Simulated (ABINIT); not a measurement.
# HfO2 (Pnma) in ABINIT: band structure with PBEsol

Aim: the band structure of HfO2 with PBEsol.

All numbers are computed with ABINIT 10.8.3 (patched build); they aren't measurements. Logs are shortened: lines on timing, memory, paths and dates and some standing lists are left out, and cuts for length are marked. The log counts tension as positive stress, the text compression.

### Step 1. Starting point

The structure is orthorhombic, space group Pnma (No. 62). The conventional cell has a = 5.556 Å, b = 3.334 Å, c = 6.505 Å, α = 90.00°, β = 90.00°, γ = 90.00°. Hf (site symmetry m) has 7 O at 2.14 to 2.27 Å as nearest neighbours. O (site symmetry m) is surrounded by 4 Hf at 2.14 to 2.17 Å. O (site symmetry m) has 3 Hf at 2.16 to 2.27 Å as nearest neighbours.

Measurements of this composition are mostly on another form, of space group No. 14.

### Step 2. Band structure, PBEsol

The input, run.abi:

```
ndtset 2

pp_dirpath "./"
pseudos "Hf.GGA_PBE-JTH.xml, O.GGA_PBE-JTH.xml"

acell 10.5000647902 6.2995853399 12.2926589921
rprim
     1.0000000000     0.0000000000     0.0000000000
     0.0000000000     1.0000000000     0.0000000000
     0.0000000000     0.0000000000     1.0000000000
ntypat 2
znucl 72 8
natom 12
typat 1 1 1 1 2 2 2 2 2 2 2 2
xcart
     7.8612095073     4.7246890049     7.4723509142
     2.6388552830     1.5748963350     4.8203080779
     2.6111771122     4.7246890049    10.9666375739
     7.8888876781     1.5748963350     1.3260214181
     6.7147809333     1.5748963350     5.2047118172
     3.7852838569     4.7246890049     7.0879471748
     1.4647485382     1.5748963350     0.9416176788
     9.0353162521     4.7246890049    11.3510413133
     5.4683707424     1.5748963350    10.3436947868
     5.0316940479     4.7246890049     1.9489642052
     0.2183383472     1.5748963350     8.0952937012
    10.2817264430     4.7246890049     4.1973652908
chkprim 0
chksymtnons 0
tolsym 1.0e-6

ecut 23.0
pawecutdg 45.0
pawxcdev 0

ixc -116133

occopt 3
tsmear 0.05 eV

nstep 100

iomode 3
prtwf 0
prteig 0
prtebands 0
enunit 1
prtden1 1
prtvha1 1
prtvclmb1 1
prtpot1 1

kptopt1 1
ngkpt1 4 7 3
nshiftk1 1
shiftk1 0.0 0.0 0.0
nband1 58
tolvrs1 1.0e-9

iscf2 -2
getden2 1
nband2 64
nbdbuf2 4
tolwfr2 1.0e-11
kptopt2 -9
ndivsm2 5
prteig2 1
prtvol2 -3
kptbounds2
     0.0000000000     0.0000000000     0.0000000000
     0.0000000000    -0.5000000000     0.0000000000
    -0.5000000000    -0.5000000000     0.0000000000
    -0.5000000000     0.0000000000     0.0000000000
     0.0000000000     0.0000000000     0.0000000000
     0.0000000000     0.0000000000    -0.5000000000
     0.0000000000    -0.5000000000    -0.5000000000
    -0.5000000000    -0.5000000000    -0.5000000000
    -0.5000000000     0.0000000000    -0.5000000000
     0.0000000000     0.0000000000    -0.5000000000
```

Potentials or basis: JTH PAW PBE v2.0.

Started as:

```
> abinit run.abi > log 2>&1
```

run.abo:

```text
.Version 10.8.3 of ABINIT
 DATASET    1 : space group Pn m a (# 62); Bravais oP (primitive ortho.)
================================================================================
 Values of the parameters that define the memory need for DATASET  1.
     intxc =       0    ionmov =       0      iscf =      17    lmnmax =      18
     lnmax =       6     mgfft =      54  mpssoang =       3    mqgrid =    3713
     natom =      12  nloc_mem =       2    nspden =       1   nspinor =       1
    nsppol =       1      nsym =       8    n1xccc =       1    ntypat =       2
    occopt =       3   xclevel =       2
       mpw =        4299          nfft =       77760          nkpt =          24
 PAW method is used; the additional fine FFT grid is defined by:
   mgfftf=        80    nfftf =    204800
================================================================================
================================================================================

 DATASET    2 : space group Pn m a (# 62); Bravais oP (primitive ortho.)
================================================================================
 Values of the parameters that define the memory need for DATASET  2.
     intxc =       0    ionmov =       0      iscf =      -2    lmnmax =      18
     lnmax =       6     mgfft =      54  mpssoang =       3    mqgrid =    3713
     natom =      12  nloc_mem =       2    nspden =       1   nspinor =       1
    nsppol =       1      nsym =       8    n1xccc =       1    ntypat =       2
    occopt =       3   xclevel =       2
       mpw =        4314          nfft =       77760          nkpt =          70
 PAW method is used; the additional fine FFT grid is defined by:
   mgfftf=        80    nfftf =    204800
================================================================================
================================================================================

--------------------------------------------------------------------------------
------------- Echo of variables that govern the present computation ------------
--------------------------------------------------------------------------------
 -outvars: echo values of preprocessed input variables --------
            acell      1.0500064790E+01  6.2995853399E+00  1.2292658992E+01 Bohr
              amu      1.78490000E+02  1.59994000E+01
          chkprim           0
      chksymtnons           0
             ecut      2.30000000E+01 Hartree
           enunit           1
           getden1          0
           getden2          1
[... 1911 lines left out ...]
 -18.66335  -17.01252  -16.94386  -16.45527  -16.15542  -16.12400  -16.07011  -15.86314
  -5.19617   -5.10580   -4.68140   -4.64725   -4.58799   -3.96580   -3.83631   -3.67710
  -3.59896   -3.36613   -3.35572   -3.18279   -2.73185   -2.55332   -2.12171   -2.08457
  -1.87664   -1.39553   -1.25225   -0.81840   -0.77341   -0.30866   -0.06723    0.03069
   3.37402    4.30009    4.41274    5.01853    5.60438    5.82630    5.85993    6.57144
[... 599 lines left out ...]
  -5.47221   -5.47221   -4.86850   -4.86850   -3.92885   -3.92885   -3.90740   -3.90740
  -3.37534   -3.37534   -2.85889   -2.85889   -2.55320   -2.55320   -1.95595   -1.95595
  -1.57923   -1.57923   -1.26684   -1.26684   -0.53241   -0.53241   -0.33879   -0.33879
   4.26518    4.26518    5.00939    5.00939    5.29851    5.29851    5.34864    5.34864
   6.87654    6.87654    6.98511    6.98511    7.81781    7.81783    8.16214    8.16882
 kpt#  70, nband= 64, wtk=  1.00000, kpt=  0.0000  0.0000 -0.5000 (reduced coord)
 -60.74616  -60.74616  -60.72991  -60.72991  -29.67244  -29.67244  -29.49691  -29.49691
 -29.42525  -29.42525  -29.29329  -29.29329  -29.25889  -29.25889  -29.22370  -29.22370
 -17.99693  -17.99693  -16.65189  -16.65189  -16.06670  -16.06670  -15.93480  -15.93480
  -5.47054   -5.47054   -4.90657   -4.90657   -3.89313   -3.89313   -3.82592   -3.82592
  -3.38167   -3.38167   -2.90615   -2.90615   -2.60449   -2.60449   -1.91690   -1.91690
  -1.58168   -1.58168   -1.27699   -1.27699   -0.51818   -0.51818   -0.34695   -0.34695
   4.23156    4.23156    4.99117    4.99117    5.22406    5.22406    5.34721    5.34721
   6.88660    6.88660    7.02051    7.02051    7.85501    7.85504    8.17194    8.17196

== END DATASET(S) ==============================================================
================================================================================

 -outvars: echo values of variables after computation  --------
            acell      1.0500064790E+01  6.2995853399E+00  1.2292658992E+01 Bohr
           etotal1    -3.3004464381E+02
            fcart1    -6.9674052647E-05  4.0071762830E-30 -5.0595022309E-04
                       6.9674052647E-05 -4.0071762830E-30  5.0595022309E-04
                      -6.9674052647E-05  4.0071762830E-30  5.0595022309E-04
                       6.9674052647E-05 -4.0071762830E-30 -5.0595022309E-04
                      -3.1545953271E-04 -0.0000000000E+00  2.4197907965E-04
                       3.1545953271E-04 -0.0000000000E+00 -2.4197907965E-04
                      -3.1545953271E-04 -0.0000000000E+00 -2.4197907965E-04
                       3.1545953271E-04 -0.0000000000E+00  2.4197907965E-04
                      -3.1637084802E-04 -0.0000000000E+00  1.0899216436E-03
                       3.1637084802E-04 -0.0000000000E+00 -1.0899216436E-03
                      -3.1637084802E-04 -0.0000000000E+00 -1.0899216436E-03
                       3.1637084802E-04 -0.0000000000E+00  1.0899216436E-03
           strten1     2.9638510042E-04  3.0216903587E-04  2.9257091170E-04
                       0.0000000000E+00  0.0000000000E+00  0.0000000000E+00
           xangst      4.1599729186E+00  2.5001977483E+00  3.9541978130E+00
                       1.3964220777E+00  8.3339924944E-01  2.5507971826E+00
                       1.3817754205E+00  2.5001977483E+00  5.8032946804E+00
                       4.1746195758E+00  8.3339924944E-01  7.0170031516E-01
                       3.5533090437E+00  8.3339924944E-01  2.7542148811E+00
                       2.0030859526E+00  2.5001977483E+00  3.7507801145E+00
                       7.7511154561E-01  8.3339924944E-01  4.9828261665E-01
                       4.7812834507E+00  2.5001977483E+00  6.0067123789E+00
                       2.8937371757E+00  8.3339924944E-01  5.4736475540E+00
                       2.6626578206E+00  2.5001977483E+00  1.0313474416E+00
                       1.1553967757E-01  8.3339924944E-01  4.2838449394E+00
                       5.4408553187E+00  2.5001977483E+00  2.2211500562E+00
             xred      7.4868200000E-01  7.5000000000E-01  6.0787100000E-01
                       2.5131800001E-01  2.5000000000E-01  3.9212900000E-01
                       2.4868200000E-01  7.5000000000E-01  8.9212900000E-01
                       7.5131800001E-01  2.5000000000E-01  1.0787100000E-01
                       6.3949900001E-01  2.5000000000E-01  4.2340000000E-01
                       3.6050100000E-01  7.5000000000E-01  5.7660000000E-01
                       1.3949900001E-01  2.5000000000E-01  7.6599999998E-02
                       8.6050100000E-01  7.5000000000E-01  9.2340000000E-01
                       5.2079400000E-01  2.5000000000E-01  8.4145300000E-01
                       4.7920600001E-01  7.5000000000E-01  1.5854700000E-01
                       2.0794000003E-02  2.5000000000E-01  6.5854700000E-01
                       9.7920600001E-01  7.5000000000E-01  3.4145300000E-01
 Calculation completed.
```

It took 13 min on 1 thread of AMD EPYC 9R45 (Zen 5), shared host; peak memory 0.53 GiB.

Results:

| Property | Result |
| --- | --- |
| Free energy | -8980.9723 eV |
| Pressure | -8.7 GPa |
| Largest force | 0.058 eV/Å |
| Band gap on the k mesh | 3.31 eV, direct |
| Band gap along the path | 3.31 eV, direct |
| Valence electrons inside the program's atomic spheres | Hf 9.46; O 4.63, 4.55 |

Forces on the atoms (eV/Å):
```
Hf  -0.004  0.000 -0.026
Hf   0.004  0.000  0.026
Hf  -0.004  0.000  0.026
Hf   0.004  0.000 -0.026
O   -0.016  0.000  0.012
O    0.016  0.000 -0.012
O   -0.016  0.000 -0.012
O    0.016  0.000  0.012
O   -0.016  0.000  0.056
O    0.016  0.000 -0.056
O   -0.016  0.000 -0.056
O    0.016  0.000  0.056
```

Levels at the corners of the path, in eV from the valence-band top:
| point | band 46 | band 47 | band 48 | band 49 | band 50 | band 51 |
| --- | --- | --- | --- | --- | --- | --- |
| Γ | -0.34 | -0.05 | 0.00 | 3.31 | 4.23 | 4.34 |
| X | -0.80 | -0.70 | -0.70 | 5.06 | 5.06 | 5.88 |
| S | -0.73 | -0.73 | -0.73 | 5.58 | 5.58 | 5.58 |
| Y | -0.83 | -0.35 | -0.35 | 4.16 | 4.16 | 5.40 |
| Γ | -0.34 | -0.05 | 0.00 | 3.31 | 4.23 | 4.34 |
| Z | -0.57 | -0.40 | -0.40 | 4.18 | 4.18 | 4.94 |
| U | -0.91 | -0.80 | -0.80 | 5.01 | 5.01 | 6.10 |
| R | -0.74 | -0.74 | -0.74 | 5.74 | 5.74 | 5.74 |
| T | -0.87 | -0.43 | -0.43 | 5.00 | 5.00 | 5.01 |
| Z | -0.57 | -0.40 | -0.40 | 4.18 | 4.18 | 4.94 |

Caveat: the PAW data sets were made with another functional, which shifts forces and pressure a little; spin-orbit coupling is left out, which moves the levels of the heavy elements.
